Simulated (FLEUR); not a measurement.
# Sn (I4/mmm) in FLEUR: further runs

Runs on Sn. Level: SCAN. Tasks: band structure, equation of state.

Everything below comes from runs of FLEUR MaX-R8.1 (later development tree). Logs are shortened: lines on timing, memory, paths and dates and some standing lists are left out, and cuts for length are marked.

**1. The crystal as given**

Symmetry: I4/mmm, No. 139, tetragonal system. Conventional cell: a = 4.058 Å, b = 4.058 Å, c = 3.322 Å, α = 90.00°, β = 90.00°, γ = 90.00°. Sn (site symmetry 4/mmm) has 10 Sn at 3.32 Å as nearest neighbours.

This isn't the form of Sn at room conditions, which is tetragonal (white tin).

**2. Band structure, SCAN**

Contents of inp.xml:

```xml
<?xml version="1.0" encoding="UTF-8" standalone="no"?>
<fleurInput fleurInputVersion="0.39">
   <comment>
      Sn                                                                                                  
   </comment>
   <calculationSetup>
      <cutoffs Kmax="4.1" Gmax="12.7" GmaxXC="12.7" numbands="0"/>
      <scfLoop itmax="80" minDistance="0.0001" maxIterBroyd="30" imix="Anderson" alpha="0.05" precondParam="0.0" spinf="2.0" sdNocoIR="T"/>
      <coreElectrons ctail="F" frcor="F" kcrel="0" coretail_lmax="0"/>
      <xcFunctional name="LibXC" relativisticCorrections="F">
         <LibXCName exchange="mgga_x_scan" correlation="mgga_c_scan"/>
         <AuxGGA exchange="117" correlation="130"/>
      </xcFunctional>
      <magnetism jspins="1"/>
      <soc l_soc="F" theta="0.0" phi="0.0" spav="F"/>
      <expertModes spex="0" secvar="F"/>
      <geometryOptimization l_f="F" forcealpha="1.0" forcemix="BFGS" epsdisp="0.00001" epsforce="0.00001"/>
      <ldaU l_linMix="F" mixParam="0.05" spinf="1.0"/>
   </calculationSetup>
   <cell>
      <bzIntegration valenceElectrons="22.0" mode="hist" fermiSmearingEnergy="0.00183747">
         <kPointListSelection listName="default-1"/>
         <!-- k-points included here -->
         <xi:include xmlns:xi="http://www.w3.org/2001/XInclude" href="kpts.xml"> </xi:include>
      </bzIntegration>
      <!-- symmetry operations included here -->
      <xi:include xmlns:xi="http://www.w3.org/2001/XInclude" href="sym.xml"> </xi:include>
      <bulkLattice scale="1.0">
         <bravaisMatrix>
            <row-1>   -3.8346122417283861     3.8346122417283861     3.1383815390375442</row-1>
            <row-2>    3.8346122417283861    -3.8346122417283861     3.1383815390375442</row-2>
            <row-3>    3.8346122417283861     3.8346122417283861    -3.1383815390375442</row-3>
         </bravaisMatrix>
      </bulkLattice>
   </cell>
   <atomSpecies>
      <species name="Tin (Sn)" element="Sn" atomicNumber="50">
         <mtSphere radius="2.66" gridPoints="879" logIncrement="0.015"/>
         <atomicCutoffs lmax="10" lnonsphr="10"/>
         <electronConfig flipSpins="F">
            <coreConfig>(1s1/2) (2s1/2) (2p1/2) (2p3/2) (3s1/2) (3p1/2) (3p3/2) (3d3/2) (3d5/2)</coreConfig>
            <valenceConfig>(4s1/2) (4p1/2) (4p3/2) (5s1/2) (4d3/2) (4d5/2) (5p1/2) (5p3/2)</valenceConfig>
            <stateOccupation state="(5p1/2)" spinUp="0.333333" spinDown="0.333333"/>
            <stateOccupation state="(5p3/2)" spinUp="0.666667" spinDown="0.666667"/>
         </electronConfig>
         <energyParameters s="5" p="5" d="4" f="4"/>
         <lo type="SCLO" l="0" n="4" eDeriv="0"/>
         <lo type="SCLO" l="1" n="4" eDeriv="0"/>
         <lo type="SCLO" l="1" n="4" eDeriv="1"/>
         <lo type="SCLO" l="2" n="4" eDeriv="2"/>
         <lo type="SCLO" l="3" n="4" eDeriv="2"/>
      </species>
   </atomSpecies>
   <atomGroups>
      <atomGroup species="Tin (Sn)">
         <relPos label="                   1">.0000000000 .0000000000 .0000000000</relPos>
         <force calculate="T" relaxXYZ="TTT"/>
      </atomGroup>
   </atomGroups>
   <output dos="F" band="F" slice="F">
      <checks vchk="F" cdinf="F"/>
      <bandDOS minEnergy="-.5*Htr" maxEnergy="0.5*Htr" sigma="0.015" storeEVData="T"/>
      <vacuumDOS vacdos="F" integ="F" star="F" nstars="0" locx1="0.0" locy1="0.0" locx2="0.0" locy2="0.0" nstm="0" tworkf="0.0"/>
      <unfoldingBand unfoldBand="F" supercellX="1" supercellY="1" supercellZ="1"/>
      <plotting iplot="0" polar="F">
         <plot TwoD="T" vec1="  1.0  0.0  0.0" vec2="  0.0  1.0  0.0" vec3="  0.0  0.0  1.0" zero="  0.0  0.0  0.0" file="plot"/>
      </plotting>
      <chargeDensitySlicing numkpt="0" minEigenval="0.0" maxEigenval="0.0" nnne="0" pallst="F"/>
      <specialOutput eonly="F"/>
      <moessbauerParams electricFieldGradient="T" isomerShift="T" coreHyperfine="T" valenceHyperfine="T"/>
      <magneticCircularDichroism mcd="F" energyLo="-10.0" energyUp="0.0"/>
   </output>
  <!-- We include the file relax.xml here to enable relaxations (see documentation) -->
  <xi:include xmlns:xi="http://www.w3.org/2001/XInclude" href="relax.xml"> <xi:fallback/> </xi:include>
</fleurInput>
```

Contents of crystal.txt:

```
Sn
&input cartesian=F /
-2.0291894110  2.0291894110  1.6607599896
2.0291894110  -2.0291894110  1.6607599896
2.0291894110  2.0291894110  -1.6607599896
1.8897261246
1.0 1.0 1.0

1
50 0.0000000000  0.0000000000  0.0000000000

&kpt div1=10 div2=10 div3=10 gamma=T /
```

Contents of inp.xml (bands):

```
<?xml version="1.0" encoding="UTF-8" standalone="no"?>
<fleurInput fleurInputVersion="0.39">
   <comment>
      Sn                                                                                                  
   </comment>
   <calculationSetup>
      <cutoffs Kmax="4.1" Gmax="12.7" GmaxXC="12.7" numbands="0"/>
      <scfLoop itmax="80" minDistance="0.0001" maxIterBroyd="30" imix="Anderson" alpha="0.05" precondParam="0.0" spinf="2.0" sdNocoIR="T"/>
      <coreElectrons ctail="F" frcor="F" kcrel="0" coretail_lmax="0"/>
      <xcFunctional name="LibXC" relativisticCorrections="F">
         <LibXCName exchange="mgga_x_scan" correlation="mgga_c_scan"/>
         <AuxGGA exchange="117" correlation="130"/>
      </xcFunctional>
      <magnetism jspins="1"/>
      <soc l_soc="F" theta="0.0" phi="0.0" spav="F"/>
      <expertModes spex="0" secvar="F"/>
      <geometryOptimization l_f="F" forcealpha="1.0" forcemix="BFGS" epsdisp="0.00001" epsforce="0.00001"/>
      <ldaU l_linMix="F" mixParam="0.05" spinf="1.0"/>
   </calculationSetup>
   <cell>
      <bzIntegration valenceElectrons="22.0" mode="hist" fermiSmearingEnergy="0.00183747">
         <kPointListSelection listName="path-1"/>
         <!-- k-points included here -->
         <xi:include xmlns:xi="http://www.w3.org/2001/XInclude" href="kpts.xml"> </xi:include>
      </bzIntegration>
      <!-- symmetry operations included here -->
      <xi:include xmlns:xi="http://www.w3.org/2001/XInclude" href="sym.xml"> </xi:include>
      <bulkLattice scale="1.0">
         <bravaisMatrix>
            <row-1>   -3.8346122417283861     3.8346122417283861     3.1383815390375442</row-1>
            <row-2>    3.8346122417283861    -3.8346122417283861     3.1383815390375442</row-2>
            <row-3>    3.8346122417283861     3.8346122417283861    -3.1383815390375442</row-3>
         </bravaisMatrix>
      </bulkLattice>
   </cell>
   <atomSpecies>
      <species name="Tin (Sn)" element="Sn" atomicNumber="50">
         <mtSphere radius="2.66" gridPoints="879" logIncrement="0.015"/>
         <atomicCutoffs lmax="10" lnonsphr="10"/>
         <electronConfig flipSpins="F">
            <coreConfig>(1s1/2) (2s1/2) (2p1/2) (2p3/2) (3s1/2) (3p1/2) (3p3/2) (3d3/2) (3d5/2)</coreConfig>
            <valenceConfig>(4s1/2) (4p1/2) (4p3/2) (5s1/2) (4d3/2) (4d5/2) (5p1/2) (5p3/2)</valenceConfig>
            <stateOccupation state="(5p1/2)" spinUp="0.333333" spinDown="0.333333"/>
            <stateOccupation state="(5p3/2)" spinUp="0.666667" spinDown="0.666667"/>
         </electronConfig>
         <energyParameters s="5" p="5" d="4" f="4"/>
         <lo type="SCLO" l="0" n="4" eDeriv="0"/>
         <lo type="SCLO" l="1" n="4" eDeriv="0"/>
         <lo type="SCLO" l="1" n="4" eDeriv="1"/>
         <lo type="SCLO" l="2" n="4" eDeriv="2"/>
         <lo type="SCLO" l="3" n="4" eDeriv="2"/>
      </species>
   </atomSpecies>
   <atomGroups>
      <atomGroup species="Tin (Sn)">
         <relPos label="                   1">.0000000000 .0000000000 .0000000000</relPos>
         <force calculate="T" relaxXYZ="TTT"/>
      </atomGroup>
   </atomGroups>
   <output dos="F" band="T" slice="F">
      <checks vchk="F" cdinf="F"/>
      <bandDOS minEnergy="-.5*Htr" maxEnergy="0.5*Htr" sigma="0.015" storeEVData="T"/>
      <vacuumDOS vacdos="F" integ="F" star="F" nstars="0" locx1="0.0" locy1="0.0" locx2="0.0" locy2="0.0" nstm="0" tworkf="0.0"/>
      <unfoldingBand unfoldBand="F" supercellX="1" supercellY="1" supercellZ="1"/>
      <plotting iplot="0" polar="F">
         <plot TwoD="T" vec1="  1.0  0.0  0.0" vec2="  0.0  1.0  0.0" vec3="  0.0  0.0  1.0" zero="  0.0  0.0  0.0" file="plot"/>
      </plotting>
      <chargeDensitySlicing numkpt="0" minEigenval="0.0" maxEigenval="0.0" nnne="0" pallst="F"/>
      <specialOutput eonly="F"/>
      <moessbauerParams electricFieldGradient="T" isomerShift="T" coreHyperfine="T" valenceHyperfine="T"/>
      <magneticCircularDichroism mcd="F" energyLo="-10.0" energyUp="0.0"/>
   </output>
  <!-- We include the file relax.xml here to enable relaxations (see documentation) -->
  <xi:include xmlns:xi="http://www.w3.org/2001/XInclude" href="relax.xml"> <xi:fallback/> </xi:include>
</fleurInput>
```

Potentials or basis: all-electron, FLAPW.

On the command line:

```console
$ inpgen -f crystal.txt -profile fastHighL
$ # inp.xml edited to the form shown
$ fleur_MPI
$ fleur_MPI   # second run, on inp.xml (bands)
```

Output:

```text
Welcome to FLEUR        (www.flapw.de)
      MaX-Release 8.1          (www.max-centre.eu)
 func_ids         267         263         267         263
 MetaGGA potential functional detected - V_tau will be computed
 Auxiliary Potential for radial basis: exchange=         117  correlation=         130
The functional 'SCAN exchange of Sun, Ruzsinszky, and Perdew' is an exchange functional, it belongs to the 'MGGA' family and is defined in the reference(s):
[1] J. Sun, A. Ruzsinszky, and J. P. Perdew.,  Phys. Rev. Lett. 115, 036402 (2015)
The functional 'SCAN correlation of Sun, Ruzsinszky, and Perdew' is a correlation functional, it belongs to the 'MGGA' family and is defined in the reference(s):
[1] J. Sun, A. Ruzsinszky, and J. P. Perdew.,  Phys. Rev. Lett. 115, 036402 (2015)
 Using same functional for VXC and EXC

 ========== k-point set info ==========
 Selected k-point list: default-1
 k-point list type: mesh
 10 x 10 x 10
 Number of k points: 102

 ------------Calculation Setup---------------------------
 Number of MPI-tasks      :            1
 Number of PE/node        :            1
 Number of OMP-threads    :            1
 Most efficient MPI parallelization for:
           1           2           3           6          17          34          51         102
 Additional eigenvalue parallelization possible
 Number of basis functions:          267
 Approximate size of matrices (H+S) per k-point:         0.001 GB
 --------------------------------------------------------
The functional 'Hammer, Hansen, and Norskov' is an exchange functional, it belongs to the 'GGA' family and is defined in the reference(s):
[1] B. Hammer, L. B. Hansen, and J. K. Nørskov.,  Phys. Rev. B 59, 7413 (1999)
The functional 'Perdew, Burke & Ernzerhof' is a correlation functional, it belongs to the 'GGA' family and is defined in the reference(s):
[1] J. P. Perdew, K. Burke, and M. Ernzerhof.,  Phys. Rev. Lett. 77, 3865 (1996)
[2] J. P. Perdew, K. Burke, and M. Ernzerhof.,  Phys. Rev. Lett. 78, 1396 (1997)
 Using same functional for VXC and EXC
 Using auxiliary GGA potential for the first iteration of MetaGGA calculation.
 Reset of history
 Reset of history
 Iteration:     1   Distance:      24.92963489 me/bohr^3
The functional 'Hammer, Hansen, and Norskov' is an exchange functional, it belongs to the 'GGA' family and is defined in the reference(s):
[1] B. Hammer, L. B. Hansen, and J. K. Nørskov.,  Phys. Rev. B 59, 7413 (1999)
The functional 'Perdew, Burke & Ernzerhof' is a correlation functional, it belongs to the 'GGA' family and is defined in the reference(s):
[1] J. P. Perdew, K. Burke, and M. Ernzerhof.,  Phys. Rev. Lett. 77, 3865 (1996)
[2] J. P. Perdew, K. Burke, and M. Ernzerhof.,  Phys. Rev. Lett. 78, 1396 (1997)
 Using same functional for VXC and EXC
 Iteration:     2   Distance:      23.68177056 me/bohr^3
The functional 'Hammer, Hansen, and Norskov' is an exchange functional, it belongs to the 'GGA' family and is defined in the reference(s):
[1] B. Hammer, L. B. Hansen, and J. K. Nørskov.,  Phys. Rev. B 59, 7413 (1999)
The functional 'Perdew, Burke & Ernzerhof' is a correlation functional, it belongs to the 'GGA' family and is defined in the reference(s):
[1] J. P. Perdew, K. Burke, and M. Ernzerhof.,  Phys. Rev. Lett. 77, 3865 (1996)
[2] J. P. Perdew, K. Burke, and M. Ernzerhof.,  Phys. Rev. Lett. 78, 1396 (1997)
 Using same functional for VXC and EXC
 Iteration:     3   Distance:      22.48235999 me/bohr^3
The functional 'Hammer, Hansen, and Norskov' is an exchange functional, it belongs to the 'GGA' family and is defined in the reference(s):
[1] B. Hammer, L. B. Hansen, and J. K. Nørskov.,  Phys. Rev. B 59, 7413 (1999)
The functional 'Perdew, Burke & Ernzerhof' is a correlation functional, it belongs to the 'GGA' family and is defined in the reference(s):
[1] J. P. Perdew, K. Burke, and M. Ernzerhof.,  Phys. Rev. Lett. 77, 3865 (1996)
[2] J. P. Perdew, K. Burke, and M. Ernzerhof.,  Phys. Rev. Lett. 78, 1396 (1997)
 Using same functional for VXC and EXC
 Iteration:     4   Distance:       0.79152478 me/bohr^3
The functional 'Hammer, Hansen, and Norskov' is an exchange functional, it belongs to the 'GGA' family and is defined in the reference(s):
[1] B. Hammer, L. B. Hansen, and J. K. Nørskov.,  Phys. Rev. B 59, 7413 (1999)
The functional 'Perdew, Burke & Ernzerhof' is a correlation functional, it belongs to the 'GGA' family and is defined in the reference(s):
[1] J. P. Perdew, K. Burke, and M. Ernzerhof.,  Phys. Rev. Lett. 77, 3865 (1996)
[2] J. P. Perdew, K. Burke, and M. Ernzerhof.,  Phys. Rev. Lett. 78, 1396 (1997)
 Using same functional for VXC and EXC
 Iteration:     5   Distance:       0.52531273 me/bohr^3
The functional 'Hammer, Hansen, and Norskov' is an exchange functional, it belongs to the 'GGA' family and is defined in the reference(s):
[... 39 lines left out ...]
 Using same functional for VXC and EXC
 Iteration:    11   Distance:       0.00057174 me/bohr^3
The functional 'Hammer, Hansen, and Norskov' is an exchange functional, it belongs to the 'GGA' family and is defined in the reference(s):
[1] B. Hammer, L. B. Hansen, and J. K. Nørskov.,  Phys. Rev. B 59, 7413 (1999)
The functional 'Perdew, Burke & Ernzerhof' is a correlation functional, it belongs to the 'GGA' family and is defined in the reference(s):
[1] J. P. Perdew, K. Burke, and M. Ernzerhof.,  Phys. Rev. Lett. 77, 3865 (1996)
[2] J. P. Perdew, K. Burke, and M. Ernzerhof.,  Phys. Rev. Lett. 78, 1396 (1997)
 Using same functional for VXC and EXC
 Iteration:    12   Distance:       0.00045903 me/bohr^3
The functional 'Hammer, Hansen, and Norskov' is an exchange functional, it belongs to the 'GGA' family and is defined in the reference(s):
[1] B. Hammer, L. B. Hansen, and J. K. Nørskov.,  Phys. Rev. B 59, 7413 (1999)
The functional 'Perdew, Burke & Ernzerhof' is a correlation functional, it belongs to the 'GGA' family and is defined in the reference(s):
[1] J. P. Perdew, K. Burke, and M. Ernzerhof.,  Phys. Rev. Lett. 77, 3865 (1996)
[2] J. P. Perdew, K. Burke, and M. Ernzerhof.,  Phys. Rev. Lett. 78, 1396 (1997)
 Using same functional for VXC and EXC
 Iteration:    13   Distance:       0.00012694 me/bohr^3
The functional 'Hammer, Hansen, and Norskov' is an exchange functional, it belongs to the 'GGA' family and is defined in the reference(s):
[1] B. Hammer, L. B. Hansen, and J. K. Nørskov.,  Phys. Rev. B 59, 7413 (1999)
The functional 'Perdew, Burke & Ernzerhof' is a correlation functional, it belongs to the 'GGA' family and is defined in the reference(s):
[1] J. P. Perdew, K. Burke, and M. Ernzerhof.,  Phys. Rev. Lett. 77, 3865 (1996)
[2] J. P. Perdew, K. Burke, and M. Ernzerhof.,  Phys. Rev. Lett. 78, 1396 (1997)
 Using same functional for VXC and EXC
 Iteration:    14   Distance:       0.00004073 me/bohr^3

 ********************************************************************
 Run finished successfully
 Stop message:
   all done
 ********************************************************************
```

Run time: 41 s. Hardware: 1 thread of Arm Neoverse V2, shared host; peak memory 0.09 GiB.

What came out:

| Quantity | Value |
| --- | --- |
| Free energy | -168155.5115 eV |
| Band gap along the path | none (metal or under the smearing width) |
| Valence electrons inside the program's atomic spheres | Sn 20.20 (radii Sn 2.66 bohr) |

Levels at the corners of the path, in eV from the Fermi level:
```
point  band 9  band 10  band 11  band 12  band 13  band 14
    Γ  -21.81   -11.71     7.17     7.17     9.89    10.94
    X  -21.76    -7.69    -4.90     6.08     8.28    11.38
    M  -21.74    -3.43    -1.78    -1.78     2.65     3.79
    Γ  -21.81   -11.71     7.17     7.17     9.89    10.94
    Z  -21.76    -3.40    -1.31    -1.31     0.03     4.13
    P  -21.80    -5.09    -2.31    -0.84    -0.84    16.75
    N  -21.75    -6.02    -4.42     3.15     4.71     7.99
   Z1  -21.76    -3.40    -1.31    -1.31     0.03     4.13
    M  -21.74    -3.43    -1.78    -1.78     2.65     3.79
    X  -21.76    -7.69    -4.90     6.08     8.28    11.38
    P  -21.80    -5.09    -2.31    -0.84    -0.84    16.75
```

Core levels (eV from the Fermi level):
| atom | levels |
| --- | --- |
| 1 Sn | 1s1/2 -28992.5, 2s1/2 -4371.7, 2p1/2 -4082.6, 2p3/2 -3852.0, 3s1/2 -839.9, 3p1/2 -722.6, 3p3/2 -680.5, 3d3/2 -473.4, 3d5/2 -464.7 |

Caveat: the meta-GGA is that of a development version, with a GGA for the radial functions and cores and without core tails; spin-orbit coupling is left out, which moves the levels of the heavy elements.

[end of part 1 of 2]
